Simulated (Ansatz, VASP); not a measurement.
TiC in VASP and in Ansatz

```xyz
2
Lattice="0.0000 2.1925 2.1925 2.1925 0.0000 2.1925 2.1925 2.1925 0.0000" Properties=species:S:1:pos:R:3 pbc="T T T"
Ti    0.0000    0.0000    0.0000
C     2.1925    2.1925    2.1925
```

Change from the starting cell: volume scaled by 1.04, crystal datasets.

Alike in both runs: task electric field gradients; functional PBE; k mesh 16 × 16 × 16; occupations fermi-dirac, width 0.03 eV; no spin polarisation.

```csv
,VASP,Ansatz
version,VASP 6.6.1,Ansatz 0.2.0
potentials or method,"VASP PAW PBE potentials, release 64 (Ti_sv, C), cutoff 520 eV","all-electron PAW with datasets made for the crystal, scalar-relativistic"
```

Ansatz gave:

* pressure (GPa): -8.4
* Vzz of the field gradient on the site that differs most (V/Å²): 0.0

Task: Estimate VASP's values.

Result: Pressure (GPa): -8.1; Vzz of the field gradient on the site that differs most (V/Å²): 0.0.

Ansatz ran all-electron here, so the differences hold the error of VASP's frozen core and of both bases. Ansatz warned: «printed_levels_off».
